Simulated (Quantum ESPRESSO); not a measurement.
# TePb under changes of volume

One of the cells (33.730 Å³/atom); the others are scaled copies at fixed shape and fractional positions:

```
Pb Te
1.0
     0.00000    3.23100    3.23100
     3.23100    0.00000    3.23100
     3.23100    3.23100    0.00000
Pb Te
1 1
Direct
  0.00000 0.00000 0.00000
  0.50000 0.50000 0.50000
```

```yaml
Program: Quantum ESPRESSO 7.5
Functional: LDA
Potentials_or_basis: PseudoDojo 0.4.1 SR LDA standard
Cutoff: 1088 eV
Density_cutoff: 4354 eV
k_mesh: 7 × 7 × 7
Occupations: fermi-dirac, width 0.05 eV
Spin: no spin polarisation
```

```csv
volume (Å³/atom),energy over the lowest point (meV/atom),pressure (GPa)
31.706,2.71,1.2
32.380,0.00,0.1
33.055,1.62,-0.9
33.730,7.10,-1.7
34.404,16.02,-2.5
35.079,28.01,-3.2
35.753,?,?
```

Task: What does the run at 35.753 Å³/atom give?

Result: Energy over the lowest point 42.72 meV/atom; pressure -3.8 GPa.

Worked out: A Birch-Murnaghan fit of order 3 (a polynomial in V^(-2/3)) to the other rows has its minimum at 32.45 Å³/atom with B0 = V·E''(V) = 49 GPa and B' = 4.6. It gives 42.72 meV/atom at 35.753 Å³/atom, against the run's 42.72, and -dE/dV = -3.8 GPa, against -3.8.

Energies are extrapolated to zero smearing.
